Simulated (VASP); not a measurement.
# Ir (Fm-3m) in VASP: a series of runs

One crystal, Ir, is run at these levels: PBE; tasks: relaxation of the atoms.

Program: VASP 6.6.1. These are calculated values, not measurements. Logs are shortened: lines on timing, memory, paths and dates and some standing lists are left out, and cuts for length are marked.

**1. The crystal as given**

It takes space group Fm-3m (No. 225, cubic). Conventional cell: a = 3.874 Å, b = 3.874 Å, c = 3.874 Å, α = 90.00°, β = 90.00°, γ = 90.00°. Ir (site symmetry m-3m) is surrounded by 12 Ir at 2.74 Å.

**2. Relaxation of the atoms, PBE (a relaxed cell with its volume scaled by 0.98)**

The input, INCAR:

```
SYSTEM = Ir
PREC     = Accurate       ! precision mode
ENCUT    = 600            ! plane-wave cutoff, eV
EDIFF    = 1E-7           ! SCF threshold, eV
ISMEAR   = 1              ! smearing method
SIGMA    = 0.1            ! smearing width, eV
LREAL    = .False.        ! projectors in reciprocal space
LASPH    = .True.         ! aspherical terms in the spheres
NELM     = 80             ! most SCF steps
ALGO     = Normal         ! electronic algorithm
ISIF     = 2              ! what is computed and relaxed
LWAVE    = .False.        ! write WAVECAR
LCHARG   = .False.        ! write CHGCAR
GGA      = PE             ! functional
IBRION   = 2              ! ionic algorithm
NSW      = 40             ! ionic steps
EDIFFG   = -0.01          ! ionic threshold
```

The input, KPOINTS:

```
regular mesh
0
Gamma
  16 16 16
  0 0 0
```

The input, POSCAR:

```
Ir                                      
1.0
    0.0000000000      1.9239074039      1.9239074039
    1.9239074039      0.0000000000      1.9239074039
    1.9239074039      1.9239074039      0.0000000000
  Ir            
     1
Direct
     0.0000000000000000    0.0000000000000000    0.0000000000000000
```

Potentials or basis: VASP PAW PBE potentials, release 64 (Ir).

Launch:

```
> cat potpaw_PBE.64/Ir/POTCAR > POTCAR
> mpirun -np 1 vasp_std > vasp.out
```

OUTCAR:

```text
SYSTEM = Ir
   PREC = Accurate
   ENCUT = 600
   EDIFF = 1E-7
   ISMEAR = 1
   LREAL = .False.
   LASPH = .True.
   NELM = 80
   ISIF = 2
   GGA = PE
   IBRION = 2
   NSW = 40
   EDIFFG = -0.01

 ion  position               nearest neighbor table
   1  0.000  0.000  0.000-

  LATTYP: Found a face centered cubic cell.
 ALAT       =     3.8478148078

  Lattice vectors:

 A1 = (   0.0000000000,   1.9239074039,   1.9239074039)
 A2 = (   1.9239074039,   0.0000000000,   1.9239074039)
 A3 = (   1.9239074039,   1.9239074039,   0.0000000000)

Analysis of symmetry for initial positions (statically):
=====================================================================
 Subroutine PRICEL returns:
 Original cell was already a primitive cell.

 Routine SETGRP: Setting up the symmetry group for a
 face centered cubic supercell.

 Subroutine GETGRP returns: Found 48 space group operations
 (whereof 48 operations were pure point group operations)
 out of a pool of 48 trial point group operations.

The static configuration has the point symmetry O_h .

Analysis of symmetry for dynamics (positions and initial velocities):
=====================================================================
 Subroutine PRICEL returns:
 Original cell was already a primitive cell.

 Routine SETGRP: Setting up the symmetry group for a
 face centered cubic supercell.

 Subroutine GETGRP returns: Found 48 space group operations
 (whereof 48 operations were pure point group operations)
 out of a pool of 48 trial point group operations.

The dynamic configuration has the point symmetry O_h .

 Subroutine INISYM returns: Found 48 space group operations
 (whereof 48 operations are pure point group operations),
 and found     1 'primitive' translations

----------------------------------------------------------------------------------------

                                     Primitive cell

  volume of cell :      14.2424

  direct lattice vectors                    reciprocal lattice vectors
     0.000000000  1.923907404  1.923907404    -0.259887767  0.259887767  0.259887767
     1.923907404  0.000000000  1.923907404     0.259887767 -0.259887767  0.259887767
     1.923907404  1.923907404  0.000000000     0.259887767  0.259887767 -0.259887767

  length of vectors
     2.720815943  2.720815943  2.720815943     0.450138818  0.450138818  0.450138818

  position of ions in fractional coordinates (direct lattice)
     0.000000000  0.000000000  0.000000000

  ion indices of the primitive-cell ions
   primitive index   ion index
                 1           1

----------------------------------------------------------------------------------------

 KPOINTS: regular mesh

Automatic generation of k-mesh.
 Grid dimensions read from file:
 generate k-points for:   16   16   16

 Generating k-lattice:

  Cartesian coordinates                     Fractional coordinates (reciprocal lattice)
    -0.016242985  0.016242985  0.016242985     0.062500000  0.000000000  0.000000000
     0.016242985 -0.016242985  0.016242985     0.000000000  0.062500000  0.000000000
     0.016242985  0.016242985 -0.016242985     0.000000000  0.000000000  0.062500000

  Length of vectors
     0.028133676  0.028133676  0.028133676

  Shift w.r.t. Gamma in fractional coordinates (k-lattice)
     0.000000000  0.000000000  0.000000000

 Subroutine IBZKPT returns following result:
 ===========================================

 Found    145 irreducible k-points:

 Following reciprocal coordinates:
            Coordinates               Weight
  0.000000  0.000000  0.000000      1.000000
  0.062500  0.000000  0.000000      8.000000
  0.125000  0.000000  0.000000      8.000000
  0.187500  0.000000  0.000000      8.000000
  0.250000  0.000000  0.000000      8.000000
  0.312500  0.000000  0.000000      8.000000
[... 16 lines left out ...]
 -0.125000  0.062500  0.000000     24.000000
 -0.062500  0.062500  0.000000     12.000000
 [... further k-points ...]
   k-points           NKPTS =    145   k-points in BZ     NKDIM =    145   number of bands    NBANDS=      8
   number of dos      NEDOS =    301   number of ions     NIONS =      1
   total plane-waves  NPLWV =  13824
   dimension x,y,z NGX =    24 NGY =   24 NGZ =   24
   dimension x,y,z NGXF=    48 NGYF=   48 NGZF=   48
   ions per type =               1
   NGX,Y,Z   is equivalent  to a cutoff of  14.66, 14.66, 14.66 a.u.
   NGXF,Y,Z  is equivalent  to a cutoff of  29.33, 29.33, 29.33 a.u.
 SYSTEM =  Ir
   PREC   = accura    normal or accurate (medium, high low for compatibility)
   ISTART =      0    job   : 0-new  1-cont  2-samecut
   ICHARG =      2    charge: 1-file 2-atom 10-const
   ISPIN  =      1    spin polarized calculation?
   LNONCOLLINEAR =      F non collinear calculations
   LSORBIT =      F    spin-orbit coupling
   LASPH  =      T    aspherical Exc in radial PAW
   ENCUT  =  600.0 eV  44.10 Ry    6.64 a.u.   5.43  5.43  5.43*2*pi/ulx,y,z
   NELM   =     80;   NELMIN=  2; NELMDL= -5     # of ELM steps
   EDIFF  = 0.1E-06   stopping-criterion for ELM
   LREAL  =      F    real-space projection
   EDIFFG = -.1E-01   stopping-criterion for IOM
   NSW    =     40    number of steps for IOM
   IBRION =      2    ionic relax: 0-MD 1-quasi-New 2-CG
   NFREE  =      1    steps in history (QN), initial steepest desc. (CG)
   ISIF   =      2    stress and relaxation
   ISYM   =      2    0-nonsym 1-usesym 2-fastsym
   POTIM  = 0.5000    time-step for ionic-motion
   TEBEG  =    0.0;   TEEND  =   0.0 temperature during run
   PSTRESS=    0.0 pullay stress
   NELECT =       9.0000    total number of electrons
   NUPDOWN=      -1.0000    fix difference up-down
   EMIN   =  10.00;   EMAX   =-10.00  energy-range for DOS
   EFERMI =   0.00;   METHOD = LEGACY
   ISMEAR =     1;   SIGMA  =   0.10  broadening in eV -4-tet -1-fermi 0-gaus
   EFERMI_NEDOS =   21; number of points for ismear=-14 and -15
   IALGO  =     38    algorithm
   IMIX   =      4    mixing-type and parameters
     AMIX     =   0.40;   BMIX     =  1.00
     AMIX_MAG =   1.60;   BMIX_MAG =  1.00
  volume/ion in A,a.u.               =      14.24        96.11
  Fermi-wavevector in a.u.,A,eV,Ry     =   1.404844  2.654771 26.852285  1.973587
  Thomas-Fermi vector in A             =   2.527365
   LORBIT       =      0    0 simple, 1 ext, 2 COOP (PROOUT), +10 PAW based schemes
   GGA     = PE    functional components
   LHFCALC =     F    Hartree Fock is set to
   AEXX    =    0.0000 exact exchange contribution
   IVDW    =     0    specifies the selected vdW correction
   LEPSILON=     F    determine dielectric tensor
   LRPA    =     F    only Hartree local field effects (RPA)
 conjugate gradient relaxation of ions
 non-spin polarized calculation
 Methfessel and Paxton  Order N= 1 SIGMA  =   0.10
  energy-cutoff  :      600.00
  volume of cell :       14.24
 maximum number of plane-waves:       531
 NGX is ok and might be reduce to    24
   NGX = 11   NGY = 11   NGZ = 11

 number of electron       9.0000000 magnetization

 Free energy of the ion-electron system (eV)
  ---------------------------------------------------
  ext. energy  EPLUGINS =         0.00000000
  ---------------------------------------------------
  free energy    TOTEN  =        -8.83468118 eV

  energy without entropy =       -8.83436937  energy(sigma->0) =       -8.83457724

 E-fermi :  10.2861     XC(G=0): -13.9467

 val. band max:       10.2800665479   @ k =   0.3125   0.2500   0.0625
 cond. band min:      10.2889589072   @ k =   0.3750   0.0625   0.0000
 fundamental gap:      0.0088923592
 Fermi energy:        10.2860618270

 k-point     1 :       0.0000    0.0000    0.0000
  band No.  band energies     occupation
      1      -0.7574      2.00000
      2       6.4491      2.00000
      3       6.4491      2.00000
      4       6.4491      2.00000
      5       9.1109      2.00000
      6       9.1109      2.00000
      7      24.6271      0.00000
      8      30.1748      0.00000

 k-point     2 :       0.0625    0.0000    0.0000
  band No.  band energies     occupation
      1      -0.5849      2.00000
      2       6.3573      2.00000
      3       6.5238      2.00000
      4       6.5238      2.00000
      5       9.0630      2.00000
      6       9.0630      2.00000
      7      24.9244      0.00000
      8      29.2670      0.00000

 k-point     3 :       0.1250    0.0000    0.0000
  band No.  band energies     occupation
      1      -0.0900      2.00000
      2       6.1323      2.00000
      3       6.7108      2.00000
      4       6.7108      2.00000
      5       8.9702      2.00000
      6       8.9702      2.00000
      7      25.7171      0.00000
      8      27.5899      0.00000

 k-point     4 :       0.1875    0.0000    0.0000
  band No.  band energies     occupation
      1       0.6461      2.00000
      2       5.9160      2.00000
      3       6.8845      2.00000
      4       6.8845      2.00000
      5       8.9878      2.00000
      6       8.9878      2.00000
      7      25.7713      0.00000
      8      26.7458      0.00000

 k-point     5 :       0.2500    0.0000    0.0000
  band No.  band energies     occupation
      1       1.4407      2.00000
      2       5.9415      2.00000
      3       6.8880      2.00000
      4       6.8880      2.00000
      5       9.2924      2.00000
      6       9.2924      2.00000
      7      24.0515      0.00000
      8      27.0257      0.00000

 k-point     6 :       0.3125    0.0000    0.0000
  band No.  band energies     occupation
      1       2.0112      2.00000
      2       6.4974      2.00000
      3       6.7320      2.00000
      4       6.7320      2.00000
      5       9.8579      2.00000
      6       9.8579      2.00000
      7      22.1878      0.00000
      8      26.1630      0.00000

 k-point     7 :       0.3750    0.0000    0.0000
  band No.  band energies     occupation
      1       2.2351      2.00000
      2       6.5397      2.00000
      3       6.5397      2.00000
      4       7.6281      2.00000
      5      10.4930     -0.01272
      6      10.4930     -0.01272
      7      20.1550      0.00000
      8      25.0810      0.00000
[... 133 lines left out ...]
 k-point    20 :      -0.3125    0.0625    0.0000
  band No.  band energies     occupation
      1       2.2745      2.00000
      2       6.5183      2.00000
      3       6.6693      2.00000
      4       6.7619      2.00000
      5       9.6676      2.00000
      6      10.7040     -0.00000
      7      21.6024      0.00000
      8      25.9706      0.00000

 k-point    21 :      -0.2500    0.0625    0.0000
  band No.  band energies     occupation
      1       1.8194      2.00000
      2       5.8818      2.00000
      3       6.8233      2.00000
      4       6.9588      2.00000
      5       9.0087      2.00000
      6      10.0243      2.00134
      7      23.5875      0.00000
      8      27.0127      0.00000

 k-point    22 :      -0.1875    0.0625    0.0000
  band No.  band energies     occupation
      1       1.0611      2.00000
      2       5.7506      2.00000
      3       6.9377      2.00000
      4       7.0207      2.00000
      5       8.6261      2.00000
      6       9.4949      2.00000
      7      25.3442      0.00000
      8      27.1549      0.00000

 k-point    23 :      -0.1250    0.0625    0.0000
  band No.  band energies     occupation
      1       0.2796      2.00000
      2       5.9358      2.00000
      3       6.8486      2.00000
      4       6.8693      2.00000
      5       8.6430      2.00000
      6       9.2241      2.00000
      7      26.2727      0.00000
      8      27.0196      0.00000

 k-point    24 :      -0.0625    0.0625    0.0000
  band No.  band energies     occupation
      1      -0.3037      2.00000
      2       6.1915      2.00000
      3       6.6279      2.00000
      4       6.6798      2.00000
      5       8.8571      2.00000
      6       9.1369      2.00000
      7      25.3950      0.00000
      8      28.4478      0.00000

 [... further k-points ...]

------------------------ aborting loop because EDIFF is reached ----------------------------------------

  FORCE on cell =-STRESS in cart. coord.  units (eV):
  Direction    XX          YY          ZZ          XY          YZ          ZX
  --------------------------------------------------------------------------------------
  -------------------------------------------------------------------------------------
  Total        0.6549008      0.6549008      0.6549008      0.0000000      0.0000000     -0.0000000
  in kB       73.6722006     73.6722006     73.6722006      0.0000000      0.0000000     -0.0000000
  external PRESSURE =      73.6722006 kB  Pullay stress =       0.0000000 kB

 VOLUME and BASIS-vectors are now :
 -----------------------------------------------------------------------------
  energy-cutoff  :      600.00
  volume of cell :       14.24
      direct lattice vectors                 reciprocal lattice vectors
     0.000000000  1.923907404  1.923907404    -0.259887767  0.259887767  0.259887767
     1.923907404  0.000000000  1.923907404     0.259887767 -0.259887767  0.259887767
     1.923907404  1.923907404  0.000000000     0.259887767  0.259887767 -0.259887767

 POSITION                                       TOTAL-FORCE (eV/Angst)
 -----------------------------------------------------------------------------------
      0.00000      0.00000      0.00000         0.000000     -0.000000     -0.000000
 -----------------------------------------------------------------------------------
    total drift:                               -0.000000      0.000000     -0.000000

  FREE ENERGIE OF THE ION-ELECTRON SYSTEM (eV)
  ---------------------------------------------------
  free  energy   TOTEN  =        -8.8346811755 eV

  energy  without entropy=       -8.8343693704  energy(sigma->0) =       -8.83457724

 reached required accuracy - stopping structural energy minimisation
```

Wall time 8.2 s (1 thread of Intel Xeon 6975P-C (Granite Rapids), shared host); peak memory 0.16 GiB.

Results:

| Item | Value |
| --- | --- |
| Free energy | -8.8347 eV |
| Pressure after relaxing | 7.4 GPa |
| Band gap on the k mesh | none (metal or under the smearing width) |

Final structure:
```
Ir
1.0
     0.00000    1.92391    1.92391
     1.92391    0.00000    1.92391
     1.92391    1.92391    0.00000
Ir
1
Cartesian
  0.0000 0.0000 0.0000
```

Caveat: the relaxation stopped at its first step, so nothing moved. The run has no spin-orbit coupling, so splittings on Ir are missing.

**3. Relaxation of the atoms, PBE**

INCAR is that of step 2.

KPOINTS is that of step 2.

The input, POSCAR:

```
Ir                                      
1.0
    0.0000000000      1.9369071726      1.9369071726
    1.9369071726      0.0000000000      1.9369071726
    1.9369071726      1.9369071726      0.0000000000
  Ir            
     1
Direct
     0.0000000000000000    0.0000000000000000    0.0000000000000000
```

Potentials or basis: VASP PAW PBE potentials, release 64 (Ir).

Launch:

```
> cat potpaw_PBE.64/Ir/POTCAR > POTCAR
> mpirun -np 1 vasp_std > vasp.out
```

Run time: 8.1 s. Hardware: 1 thread of Intel Xeon 6975P-C (Granite Rapids), shared host; peak memory 0.16 GiB.

The run converged. Its results:

| Quantity | Value |
| --- | --- |
| Free energy | -8.8412 eV |
| Pressure after relaxing | 0.0 GPa |
| Band gap on the k mesh | none (metal or under the smearing width) |

Final structure:
```xyz
1
Lattice="0.0000 1.9369 1.9369 1.9369 0.0000 1.9369 1.9369 1.9369 0.0000" Properties=species:S:1:pos:R:3 pbc="T T T"
Ir    0.0000    0.0000    0.0000
```

Levels at points of the mesh, in eV from the Fermi level:
| k point | band 1 | band 2 | band 3 | band 4 | band 5 | band 6 | band 7 | band 8 |
| --- | --- | --- | --- | --- | --- | --- | --- | --- |
| (0.00, 0.00, 0.00) | -10.83 | -3.72 | -3.72 | -3.72 | -1.14 | -1.14 | 14.38 | 19.81 |
| (0.50, 0.00, 0.00) | -7.81 | -3.81 | -3.81 | -0.68 | 0.86 | 0.86 | 7.00 | 13.92 |
| (0.50, 0.50, 0.00) | -7.60 | -7.04 | 0.83 | 1.41 | 1.41 | 1.71 | 10.16 | 11.59 |

Caveat: the relaxation stopped at its first step, so nothing moved.

**4. Relaxation of the atoms, PBE (a relaxed cell with its volume scaled by 1.02)**

INCAR is that of step 3.

KPOINTS is that of step 3.

The input, POSCAR:

```
Ir                                      
1.0
    0.0000000000      1.9497347462      1.9497347462
    1.9497347462      0.0000000000      1.9497347462
    1.9497347462      1.9497347462      0.0000000000
  Ir            
     1
Direct
     0.0000000000000000    0.0000000000000000    0.0000000000000000
```

Launch:

```
> cat potpaw_PBE.64/Ir/POTCAR > POTCAR
> mpirun -np 1 vasp_std > vasp.out
```

Run time: 7.4 s. Hardware: 1 thread of Intel Xeon 6975P-C (Granite Rapids), shared host; peak memory 0.16 GiB.

It converged, with:

```
Free energy             : -8.8350 eV
Pressure after relaxing : -6.6 GPa
Band gap on the k mesh  : none (metal or under the smearing width)
```

Final structure:
```
Ir
1.0
     0.00000    1.94973    1.94973
     1.94973    0.00000    1.94973
     1.94973    1.94973    0.00000
Ir
1
Direct
  0.00000 0.00000 0.00000
```

Levels at points of the mesh, in eV from the Fermi level:
```
           k point  band 1  band 2  band 3  band 4  band 5  band 6  band 7  band 8
(0.00, 0.00, 0.00)  -10.61   -3.60   -3.60   -3.60   -1.11   -1.11   14.42   19.73
(0.50, 0.00, 0.00)   -7.61   -3.70   -3.70   -0.63    0.83    0.83    6.81   13.95
(0.50, 0.50, 0.00)   -7.38   -6.83    0.80    1.36    1.36    1.72    9.90   11.50
```

Caveat: the relaxation stopped at its first step, so nothing moved. Spin-orbit coupling is left out, which matters for the levels of Ir.

**5. Relaxation of the atoms, PBE (a relaxed cell with its volume scaled by 1.04)**

INCAR is that of step 4.

KPOINTS is that of step 4.

The input, POSCAR:

```
Ir                                      
1.0
    0.0000000000      1.9623957162      1.9623957162
    1.9623957162      0.0000000000      1.9623957162
    1.9623957162      1.9623957162      0.0000000000
  Ir            
     1
Direct
     0.0000000000000000    0.0000000000000000    0.0000000000000000
```

Launch:

```
> cat potpaw_PBE.64/Ir/POTCAR > POTCAR
> mpirun -np 1 vasp_std > vasp.out
```

Wall time 7.5 s (1 thread of Intel Xeon 6975P-C (Granite Rapids), shared host); peak memory 0.16 GiB.

The run converged. Its results:

| Property | Result |
| --- | --- |
| Free energy | -8.8176 eV |
| Pressure after relaxing | -12.4 GPa |
| Band gap on the k mesh | none (metal or under the smearing width) |

Final structure:
```cif
data_structure
_symmetry_space_group_name_H-M 'P 1'
_symmetry_Int_Tables_number 1
_cell_length_a 2.7752
_cell_length_b 2.7752
_cell_length_c 2.7752
_cell_angle_alpha 60.000
_cell_angle_beta 60.000
_cell_angle_gamma 60.000
_cell_volume 15.11
loop_
_atom_site_label
_atom_site_type_symbol
_atom_site_fract_x
_atom_site_fract_y
_atom_site_fract_z
_atom_site_occupancy
Ir1 Ir 0.00000 0.00000 0.00000 1
```

Levels at points of the mesh, in eV from the Fermi level:
| k point | band 2 | band 3 | band 4 | band 5 | band 6 | band 7 |
| --- | --- | --- | --- | --- | --- | --- |
| (0.00, 0.00, 0.00) | -3.50 | -3.50 | -3.50 | -1.08 | -1.08 | 14.45 |
| (0.50, 0.00, 0.00) | -3.58 | -3.58 | -0.57 | 0.80 | 0.80 | 6.63 |
| (0.50, 0.50, 0.00) | -6.63 | 0.77 | 1.31 | 1.31 | 1.73 | 9.65 |

Caveat: the relaxation stopped at its first step, so nothing moved. The run has no spin-orbit coupling, so splittings on Ir are missing.

**6. Overview**

| cell | gap on the mesh (eV) | pressure (GPa) |
| --- | --- | --- |
| atoms relaxed from: a relaxed cell with its volume scaled by 0.98 | none | 7.4 |
| atoms relaxed | none | 0.0 |
| atoms relaxed from: a relaxed cell with its volume scaled by 1.02 | none | -6.6 |
| atoms relaxed from: a relaxed cell with its volume scaled by 1.04 | none | -12.4 |

Alike in all rows: task relaxation of the atoms; level PBE; potentials or basis VASP PAW PBE potentials, release 64 (Ir); no spin polarisation; k mesh 16 × 16 × 16; cutoff (eV) 600; smearing methfessel-paxton 0.1 eV.

Caveats: the relaxation stopped at its first step, so nothing moved.

Absolute energies hang on the potentials; compare differences alone.
